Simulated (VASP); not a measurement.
# Sn (Immm) in VASP: further runs, part 2 of 2

VASP 6.6.1. The steps go on from the part before.

## (3) Relaxation of cell and atoms, r2SCAN+rVV10

INCAR

```
SYSTEM = Sn
ALGO = Normal ; BPARAM = 11.95
CPARAM = 0.0093 ; EDIFF = 1E-7
EDIFFG = -0.005 ; ENCUT = 600
IBRION = 2 ; ISIF = 3
ISMEAR = 0 ; IVDW_NL = 2
LASPH = .True. ; LCHARG = .False.
LMIXTAU = .True. ; LREAL = .False.
LUSE_VDW = .True. ; LWAVE = .False.
METAGGA = R2SCAN ; NELM = 60
NSW = 90 ; PREC = Accurate
SIGMA = 0.1
```

KPOINTS

```
k-points
0
Gamma
  16 16 16
  0 0 0
```

POSCAR

```
Sn
1.0
   -1.7265390000      1.7755470000      2.3383420000
    1.7265390000     -1.7755470000      2.3383420000
    1.7265390000      1.7755470000     -2.3383420000
Sn
1
Direct
    0.0000000000      0.0000000000      0.0000000000
```

Potentials or basis: VASP PAW PBE potentials, release 64 (Sn_d).

Launch:

```console
cat potpaw_PBE.64/Sn_d/POTCAR > POTCAR
mpirun -np 1 vasp_std > vasp.out
```

OUTCAR:

```text
SYSTEM = Sn
   BPARAM = 11.95
   EDIFF = 1E-7
   EDIFFG = -0.005
   ENCUT = 600
   IBRION = 2
   ISIF = 3
   ISMEAR = 0
   IVDW_NL = 2
   LASPH = .True.
   LREAL = .False.
   METAGGA = R2SCAN
   NELM = 60
   NSW = 90
   PREC = Accurate

 ion  position               nearest neighbor table
   1  0.000  0.000  0.000-

  LATTYP: Found a body centered orthorhombic cell.
 ALAT       =     3.4530780000
 B/A-ratio  =     1.0283851103
 C/A-ratio  =     1.3543522620

  Lattice vectors:

 A1 = (  -1.7265390000,   1.7755470000,   2.3383420000)
 A2 = (   1.7265390000,  -1.7755470000,   2.3383420000)
 A3 = (   1.7265390000,   1.7755470000,  -2.3383420000)

Analysis of symmetry for initial positions (statically):
=====================================================================
 Subroutine PRICEL returns:
 Original cell was already a primitive cell.

 Routine SETGRP: Setting up the symmetry group for a
 body centered orthorhombic supercell.

 Subroutine GETGRP returns: Found  8 space group operations
 (whereof  8 operations were pure point group operations)
 out of a pool of  8 trial point group operations.

The static configuration has the point symmetry D_2h.

Analysis of symmetry for dynamics (positions and initial velocities):
=====================================================================
 Subroutine PRICEL returns:
 Original cell was already a primitive cell.

 Routine SETGRP: Setting up the symmetry group for a
 body centered orthorhombic supercell.

 Subroutine GETGRP returns: Found  8 space group operations
 (whereof  8 operations were pure point group operations)
 out of a pool of  8 trial point group operations.

The dynamic configuration has the point symmetry D_2h.

 Subroutine INISYM returns: Found  8 space group operations
 (whereof  8 operations are pure point group operations),
 and found     1 'primitive' translations

----------------------------------------------------------------------------------------

                                     Primitive cell

  volume of cell :      28.6732

  direct lattice vectors                    reciprocal lattice vectors
    -1.726539000  1.775547000  2.338342000     0.000000000  0.281603359  0.213826720
     1.726539000 -1.775547000  2.338342000     0.289596702  0.000000000  0.213826720
     1.726539000  1.775547000 -2.338342000     0.289596702  0.281603359  0.000000000

  length of vectors
     3.406075069  3.406075069  3.406075069     0.353584952  0.359983494  0.403938983

  position of ions in fractional coordinates (direct lattice)
     0.000000000  0.000000000  0.000000000

  ion indices of the primitive-cell ions
   primitive index   ion index
                 1           1

----------------------------------------------------------------------------------------

 KPOINTS: k-points

[... 67 lines left out ...]
   EDIFF  = 0.1E-06   stopping-criterion for ELM
   LREAL  =      F    real-space projection
   EDIFFG = -.5E-02   stopping-criterion for IOM
   NSW    =     90    number of steps for IOM
   IBRION =      2    ionic relax: 0-MD 1-quasi-New 2-CG
   NFREE  =      1    steps in history (QN), initial steepest desc. (CG)
   ISIF   =      3    stress and relaxation
   ISYM   =      2    0-nonsym 1-usesym 2-fastsym
   POTIM  = 0.5000    time-step for ionic-motion
   TEBEG  =    0.0;   TEEND  =   0.0 temperature during run
   PSTRESS=    0.0 pullay stress
   NELECT =      14.0000    total number of electrons
   NUPDOWN=      -1.0000    fix difference up-down
   EMIN   =  10.00;   EMAX   =-10.00  energy-range for DOS
   EFERMI =   0.00;   METHOD = LEGACY
   ISMEAR =     0;   SIGMA  =   0.10  broadening in eV -4-tet -1-fermi 0-gaus
   EFERMI_NEDOS =   21; number of points for ismear=-14 and -15
   IALGO  =     38    algorithm
   IMIX   =      4    mixing-type and parameters
     AMIX     =   0.40;   BMIX     =  1.00
     AMIX_MAG =   1.60;   BMIX_MAG =  1.00
  volume/ion in A,a.u.               =      28.67       193.50
  Fermi-wavevector in a.u.,A,eV,Ry     =   1.289116  2.436076 22.610433  1.661820
  Thomas-Fermi vector in A             =   2.421028
   LORBIT       =      0    0 simple, 1 ext, 2 COOP (PROOUT), +10 PAW based schemes
   METAGGA = R2SCAN    functional components
   LHFCALC =     F    Hartree Fock is set to
   AEXX    =    0.0000 exact exchange contribution
   IVDW_NL    =     2    kernel type
   BPARAM     =11.9500
   IVDW    =     0    specifies the selected vdW correction
   LEPSILON=     F    determine dielectric tensor
   LRPA    =     F    only Hartree local field effects (RPA)
 conjugate gradient relaxation of ions
 non-spin polarized calculation
 Gauss-broadening in eV      SIGMA  =   0.10
  energy-cutoff  :      600.00
  volume of cell :       28.67
 maximum number of plane-waves:       974
   NGX = 13   NGY = 13   NGZ = 13

--------------------------------------- Ionic step        1  -------------------------------------------

 number of electron      13.9999998 magnetization

 Free energy of the ion-electron system (eV)
  ---------------------------------------------------
  ext. energy  EPLUGINS =         0.00000000
  ---------------------------------------------------
  free energy    TOTEN  =       -24.13946217 eV

  energy without entropy =      -24.13637542  energy(sigma->0) =      -24.13791879

------------------------ aborting loop because EDIFF is reached ----------------------------------------

  FORCE on cell =-STRESS in cart. coord.  units (eV):
  Direction    XX          YY          ZZ          XY          YZ          ZX
  --------------------------------------------------------------------------------------
  -------------------------------------------------------------------------------------
  Total       -0.4602801     -0.5662430     -0.5676838      0.0000000      0.0000000      0.0000000
  in kB      -25.7191228    -31.6400248    -31.7205344      0.0000000      0.0000000      0.0000000
  external PRESSURE =     -29.6932274 kB  Pullay stress =       0.0000000 kB
[... 86 lines left out ...]
  FREE ENERGIE OF THE ION-ELECTRON SYSTEM (eV)
  ---------------------------------------------------
  free  energy   TOTEN  =       -24.1575206219 eV

  energy  without entropy=      -24.1547569736  energy(sigma->0) =      -24.15613880

[... ionic steps 4 to 20 ...]

--------------------------------------- Ionic step       21  -------------------------------------------

 number of electron      14.0000004 magnetization

------------------------ aborting loop because EDIFF is reached ----------------------------------------
[... 65 lines left out ...]
--------------------------------------- Ionic step       23  -------------------------------------------

 number of electron      14.0000004 magnetization

 Free energy of the ion-electron system (eV)
  ---------------------------------------------------
  ext. energy  EPLUGINS =         0.00000000
  ---------------------------------------------------
  free energy    TOTEN  =       -24.16189457 eV

  energy without entropy =      -24.15961460  energy(sigma->0) =      -24.16075458

 E-fermi :   8.2208     XC(G=0): -11.3763

 val. band max:        8.2203728307   @ k =   0.5000   0.3125   0.0000
 cond. band min:       8.2211099784   @ k =   0.3125   0.5000   0.0000
 fundamental gap:      0.0007371478
 Fermi energy:         8.2208027131

 k-point     1 :       0.0000    0.0000    0.0000
  band No.  band energies     occupation
      1     -14.0388      2.00000
      2     -14.0386      2.00000
      3     -13.9861      2.00000
      4     -13.9465      2.00000
      5     -13.8730      2.00000
      6      -3.5897      2.00000
      7      16.3844      0.00000
      8      16.7427      0.00000
      9      16.7464      0.00000
     10      19.8039      0.00000
     11      20.6934      0.00000
[... 309 lines left out ...]
 k-point    24 :      -0.1250    0.0625    0.0000
  band No.  band energies     occupation
      1     -14.0415      2.00000
      2     -14.0191      2.00000
      3     -13.9817      2.00000
      4     -13.9405      2.00000
      5     -13.8760      2.00000
      6      -3.2942      2.00000
      7      14.4703      0.00000
      8      15.7063      0.00000
      9      16.0897      0.00000
     10      18.7713      0.00000
     11      20.2859      0.00000

 [... further k-points ...]

------------------------ aborting loop because EDIFF is reached ----------------------------------------

  FORCE on cell =-STRESS in cart. coord.  units (eV):
  Direction    XX          YY          ZZ          XY          YZ          ZX
  --------------------------------------------------------------------------------------
  -------------------------------------------------------------------------------------
  Total       -0.0021190     -0.0012853     -0.0012079      0.0000000      0.0000000      0.0000000
  in kB       -0.1267240     -0.0768631     -0.0722354      0.0000000      0.0000000      0.0000000
  external PRESSURE =      -0.0919409 kB  Pullay stress =       0.0000000 kB
[... 16 lines left out ...]
  FREE ENERGIE OF THE ION-ELECTRON SYSTEM (eV)
  ---------------------------------------------------
  free  energy   TOTEN  =       -24.1618945682 eV

  energy  without entropy=      -24.1596145998  energy(sigma->0) =      -24.16075458

 reached required accuracy - stopping structural energy minimisation
```

OSZICAR:

```text
N       E                     dE             d eps       ncg     rms          rms(c)
DAV:   1     0.559112142131E+02    0.55911E+02   -0.83606E+03 13763   0.208E+03
DAV:   2    -0.214116242808E+02   -0.77323E+02   -0.75672E+02 14052   0.361E+02
DAV:   3    -0.261741038489E+02   -0.47625E+01   -0.47286E+01 15535   0.806E+01
[... 292 lines left out ...]
DAV:   3    -0.241618893427E+02    0.33077E-04   -0.26095E-05 15955   0.189E-01    0.235E-03
DAV:   4    -0.241618939876E+02   -0.46448E-05   -0.10338E-05 14142   0.375E-02    0.135E-03
DAV:   5    -0.241618944054E+02   -0.41780E-06   -0.12341E-06 14154   0.146E-02    0.796E-04
DAV:   6    -0.241618945512E+02   -0.14583E-06   -0.43076E-07 14025   0.685E-03    0.433E-04
DAV:   7    -0.241618945682E+02   -0.16965E-07   -0.10348E-07 13015   0.339E-03
  23 F= -.24161895E+02 E0= -.24160755E+02  d E =-.826161E-04
```

CONTCAR:

```text
Sn
   1.00000000000000
    -1.7671709582077859    1.7675310197018805    2.1442575084807491
     1.7671709582077859   -1.7675310197018805    2.1442575084807491
     1.7671709582077868    1.7675310197018805   -2.1442575084807491
  Sn
     1
Direct
     0.0000000000000000    0.0000000000000000    0.0000000000000000

  0.00000000E+00  0.00000000E+00  0.00000000E+00
```

It took 2.8 h on 1 thread of Intel Xeon Platinum 8488C (Sapphire Rapids), shared host; peak memory 0.52 GiB.

Results:

* Free energy: -24.1619 eV
* Relaxed volume: 26.79 Å³/atom
* Relaxed cell: a = 3.293 Å, b = 3.293 Å, c = 3.293 Å, α = 115.09°, β = 115.08°, γ = 98.75°
* Space group after relaxing (to 0.05 Å): I4/mmm (No. 139)
* Energy gained by relaxing: 22.4 meV/atom
* Ionic steps: 23
* Pressure after relaxing: 0.0 GPa
* Band gap on the k mesh: none (metal or under the smearing width)

Step by step:
```csv
step,energy change (eV),largest force (eV/Å),pressure (GPa),volume (Å³)
1,0.0000,0.0000,-2.97,28.67
2,-0.0173,0.0000,0.73,26.52
3,-0.0181,0.0000,0.04,26.86
4,-0.0185,0.0000,0.04,26.85
5,-0.0194,0.0000,0.05,26.83
6,-0.0188,0.0000,0.22,26.77
7,-0.0196,0.0000,0.07,26.82
8,-0.0200,0.0000,-0.10,26.91
9,-0.0206,0.0000,-0.48,27.09
10,-0.0195,0.0000,-1.23,27.45
11,-0.0208,0.0000,-0.68,27.19
12,-0.0209,0.0000,-0.68,27.19
13,-0.0210,0.0000,-0.69,27.19
14,-0.0212,0.0000,-0.71,27.19
15,-0.0213,0.0000,-0.76,27.19
16,-0.0217,0.0000,-0.61,27.10
17,-0.0223,0.0000,-0.16,26.87
18,-0.0224,0.0000,0.04,26.77
19,-0.0223,0.0000,0.02,26.78
20,-0.0224,0.0000,0.02,26.78
21,-0.0224,0.0000,0.01,26.78
22,-0.0224,0.0000,-0.01,26.79
23,-0.0224,0.0000,-0.01,26.79
```

Final structure:
```cif
data_structure
_symmetry_space_group_name_H-M 'P 1'
_symmetry_Int_Tables_number 1
_cell_length_a 3.2932
_cell_length_b 3.2932
_cell_length_c 3.2932
_cell_angle_alpha 115.092
_cell_angle_beta 115.078
_cell_angle_gamma 98.747
_cell_volume 26.79
loop_
_atom_site_label
_atom_site_type_symbol
_atom_site_fract_x
_atom_site_fract_y
_atom_site_fract_z
_atom_site_occupancy
Sn1 Sn 0.00000 0.00000 0.00000 1
```

Caveat: the PAW data sets were made with another functional, which shifts forces and pressure a little.

## (4) Relaxation of cell and atoms, r2SCAN

INCAR

```
PREC = Accurate
ENCUT = 600
EDIFF = 1E-7
ISMEAR = 0
SIGMA = 0.1
LREAL = False
LASPH = True
NELM = 100
ALGO = Normal
ISIF = 3
LWAVE = False
LCHARG = False
METAGGA = R2SCAN
LMIXTAU = True
IBRION = 2
NSW = 90
EDIFFG = -0.005
```

KPOINTS

```
Automatic mesh
0
Gamma
  16 16 16
```

POSCAR is that of step 3.

Launch:

```console
cat potpaw_PBE.64/Sn_d/POTCAR > POTCAR
mpirun -np 1 vasp_std > vasp.out
```

Wall time 1.8 h (1 thread of Intel Xeon 6975P-C (Granite Rapids), shared host); peak memory 0.45 GiB.

The run converged. Its results:

| Item | Value |
| --- | --- |
| Free energy | -24.5106 eV |
| Relaxed volume | 27.24 Å³/atom |
| Relaxed cell | a = 3.317 Å, b = 3.317 Å, c = 3.317 Å, α = 115.68°, β = 115.66°, γ = 97.68° |
| Space group after relaxing (to 0.05 Å) | I4/mmm (No. 139) |
| Energy gained by relaxing | 14.0 meV/atom |
| Ionic steps | 22 |
| Pressure after relaxing | 0.0 GPa |
| Band gap on the k mesh | none (metal or under the smearing width) |

Step by step:
| step | energy change (eV) | largest force (eV/Å) | pressure (GPa) | volume (Å³) |
| --- | --- | --- | --- | --- |
| 1 | 0.0000 | 0.0000 | -2.20 | 28.67 |
| 2 | -0.0099 | 0.0000 | 0.46 | 27.07 |
| 3 | -0.0101 | 0.0000 | 0.04 | 27.29 |
| 4 | -0.0105 | 0.0000 | 0.04 | 27.28 |
| 5 | -0.0113 | 0.0000 | 0.06 | 27.27 |
| 6 | -0.0110 | 0.0000 | 0.17 | 27.22 |
| 7 | -0.0115 | 0.0000 | 0.07 | 27.25 |
| 8 | -0.0119 | 0.0000 | -0.09 | 27.34 |
| 9 | -0.0125 | 0.0000 | -0.44 | 27.53 |
| 10 | -0.0111 | 0.0000 | -1.13 | 27.87 |
| 11 | -0.0126 | 0.0000 | -0.59 | 27.60 |
| 12 | -0.0127 | 0.0000 | -0.59 | 27.59 |
| 13 | -0.0129 | 0.0000 | -0.58 | 27.59 |
| 14 | -0.0130 | 0.0000 | -0.57 | 27.56 |
| 15 | -0.0133 | 0.0000 | -0.47 | 27.51 |
| 16 | -0.0137 | 0.0000 | -0.17 | 27.34 |
| 17 | -0.0135 | 0.0000 | 0.48 | 26.99 |
| 18 | -0.0138 | 0.0000 | 0.07 | 27.21 |
| 19 | -0.0138 | 0.0000 | 0.06 | 27.21 |
| 20 | -0.0139 | 0.0000 | 0.04 | 27.22 |
| 21 | -0.0140 | 0.0000 | -0.01 | 27.24 |
| 22 | -0.0140 | 0.0000 | 0.00 | 27.24 |

Final structure:
```cif
data_structure
_symmetry_space_group_name_H-M 'P 1'
_symmetry_Int_Tables_number 1
_cell_length_a 3.3173
_cell_length_b 3.3173
_cell_length_c 3.3173
_cell_angle_alpha 115.682
_cell_angle_beta 115.657
_cell_angle_gamma 97.680
_cell_volume 27.24
loop_
_atom_site_label
_atom_site_type_symbol
_atom_site_fract_x
_atom_site_fract_y
_atom_site_fract_z
_atom_site_occupancy
Sn1 Sn 0.00000 0.00000 0.00000 1
```

Levels at points of the mesh, in eV from the Fermi level:
```csv
k point,band 3,band 4,band 5,band 6,band 7,band 8,band 9,band 10,band 11
"(0.00, 0.00, 0.00)",-22.20,-22.18,-22.11,-11.66,8.04,8.35,8.36,11.53,12.36
"(0.50, 0.00, 0.00)",-22.18,-22.09,-22.05,-6.98,-4.84,5.02,6.75,9.85,10.08
"(0.00, 0.50, 0.00)",-22.18,-22.09,-22.05,-6.98,-4.84,5.01,6.75,9.85,10.07
"(0.50, 0.50, 0.00)",-22.09,-22.08,-22.02,-5.63,-4.25,2.46,3.46,6.69,6.82
"(0.50, 0.50, 0.50)",-22.08,-22.03,-22.03,-3.54,-2.92,1.01,1.02,4.75,5.18
```

Caveat: the PAW data sets were made with another functional, which shifts forces and pressure a little.

## (5) Relaxation of cell and atoms, r2SCAN+rVV10

INCAR, as its differences from that of step 4:

```diff
@@ -14,2 +14,6 @@
 LMIXTAU = True
+LUSE_VDW = True
+IVDW_NL = 2
+BPARAM = 11.95
+CPARAM = 0.0093
 IBRION = 2
```

KPOINTS is that of step 4.

POSCAR is that of step 4.

Launch:

```console
cat potpaw_PBE.64/Sn_d/POTCAR > POTCAR
mpirun -np 1 vasp_std > vasp.out
```

Wall time 2 h (1 thread of Intel Xeon 6975P-C (Granite Rapids), shared host); peak memory 0.52 GiB.

It converged, with:

| Property | Result |
| --- | --- |
| Free energy | -24.1619 eV |
| Relaxed volume | 26.79 Å³/atom |
| Relaxed cell | a = 3.293 Å, b = 3.293 Å, c = 3.293 Å, α = 115.09°, β = 115.08°, γ = 98.75° |
| Space group after relaxing (to 0.05 Å) | I4/mmm (No. 139) |
| Energy gained by relaxing | 22.4 meV/atom |
| Ionic steps | 23 |
| Pressure after relaxing | 0.0 GPa |
| Band gap on the k mesh | none (metal or under the smearing width) |

Step by step:
| step | energy change (eV) | largest force (eV/Å) | pressure (GPa) | volume (Å³) |
| --- | --- | --- | --- | --- |
| 1 | 0.0000 | 0.0000 | -2.97 | 28.67 |
| 2 | -0.0173 | 0.0000 | 0.73 | 26.52 |
| 3 | -0.0181 | 0.0000 | 0.04 | 26.86 |
| 4 | -0.0185 | 0.0000 | 0.04 | 26.85 |
| 5 | -0.0194 | 0.0000 | 0.05 | 26.83 |
| 6 | -0.0188 | 0.0000 | 0.22 | 26.77 |
| 7 | -0.0196 | 0.0000 | 0.07 | 26.82 |
| 8 | -0.0200 | 0.0000 | -0.10 | 26.91 |
| 9 | -0.0206 | 0.0000 | -0.48 | 27.09 |
| 10 | -0.0195 | 0.0000 | -1.23 | 27.45 |
| 11 | -0.0208 | 0.0000 | -0.68 | 27.19 |
| 12 | -0.0209 | 0.0000 | -0.68 | 27.19 |
| 13 | -0.0210 | 0.0000 | -0.69 | 27.19 |
| 14 | -0.0212 | 0.0000 | -0.71 | 27.19 |
| 15 | -0.0213 | 0.0000 | -0.76 | 27.19 |
| 16 | -0.0217 | 0.0000 | -0.61 | 27.10 |
| 17 | -0.0223 | 0.0000 | -0.16 | 26.87 |
| 18 | -0.0224 | 0.0000 | 0.04 | 26.77 |
| 19 | -0.0223 | 0.0000 | 0.02 | 26.78 |
| 20 | -0.0224 | 0.0000 | 0.02 | 26.78 |
| 21 | -0.0224 | 0.0000 | 0.01 | 26.78 |
| 22 | -0.0224 | 0.0000 | -0.01 | 26.79 |
| 23 | -0.0224 | 0.0000 | -0.01 | 26.79 |

Final structure:
```
CELL_PARAMETERS angstrom
-1.76717 1.76753 2.14426
1.76717 -1.76753 2.14426
1.76717 1.76753 -2.14426
ATOMIC_POSITIONS crystal
Sn 0.00000 0.00000 0.00000
```

Levels at points of the mesh, in eV from the Fermi level:
```
           k point  band 5  band 6  band 7  band 8  band 9  band 10
(0.00, 0.00, 0.00)  -22.09  -11.81    8.16    8.52    8.53    11.58
(0.50, 0.00, 0.00)  -22.03   -7.00   -4.95    4.94    6.80     9.80
(0.00, 0.50, 0.00)  -22.03   -7.00   -4.95    4.94    6.80     9.80
(0.50, 0.50, 0.00)  -22.00   -5.73   -4.40    2.54    3.67     6.82
(0.50, 0.50, 0.50)  -22.02   -3.30   -2.83    0.84    0.84     4.58
```

Caveat: the PAW data sets were made with another functional, which shifts forces and pressure a little.
